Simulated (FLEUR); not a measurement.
Runs of FLEUR MaX-R8.1 (later development tree) on CdTe. Symmetry: F-43m, No. 216, cubic system. Conventional cell: a = 6.410 Å, b = 6.410 Å, c = 6.410 Å, α = 90.00°, β = 90.00°, γ = 90.00°. Te (site symmetry -43m) is surrounded by 4 Cd at 2.78 Å. Cd (site symmetry -43m) is surrounded by 4 Te at 2.78 Å. 

```tsv
task	level	gmax	muffin-tin radii	lmax	lnonsphr	inpgen profile	kmax	gap on the mesh (eV)
single point	PBEsol	13.6 1/bohr	Te 2.23, Cd 2.48 bohr	Te 9, Cd 10	Te 9, Cd 10	-	4.39 1/bohr	0.76
single point	PBE	11.8 1/bohr	Te 2.23, Cd 2.48 bohr	Te 9, Cd 10	-	-	3.8 1/bohr	0.87
band structure	PBE	17.5 1/bohr	Te 2.3, Cd 2.56 bohr	Te 8, Cd 9	-	veryFastHighL	3.5 1/bohr	0.87
band structure	PBEsol	11.8 1/bohr	Te 2.3, Cd 2.56 bohr	Te 9, Cd 10	-	-	3.8 1/bohr	(a)
band structure	PBE	25 1/bohr	Te 2.3, Cd 2.56 bohr	Te 12, Cd 13	-	precise	5 1/bohr	0.87
band structure	PW91	11.8 1/bohr	Te 2.3, Cd 2.56 bohr	Te 9, Cd 10	-	-	3.8 1/bohr	0.82
band structure	PBE	22.5 1/bohr	Te 2.3, Cd 2.56 bohr	Te 9, Cd 10	-	moderate	4.5 1/bohr	0.87
band structure	WC	11.8 1/bohr	Te 2.3, Cd 2.56 bohr	Te 9, Cd 10	-	-	3.8 1/bohr	0.73
```

Alike in all rows: potentials or basis all-electron, FLAPW; no spin polarisation; cell as given; k mesh 7 × 7 × 7; smearing fermi-dirac 0.05 eV.

Problem. Estimate the missing entries.

Solution. (a) 0.75.

Caveats: spin-orbit coupling is left out, which moves the levels of the heavy elements; an odd mesh through Γ misses points on the zone boundary, where band edges often lie (some runs).

A k mesh can miss the band edges, and the runs leave out spin-orbit coupling on Cd, Te.

Not every run made on this cell is shown here.
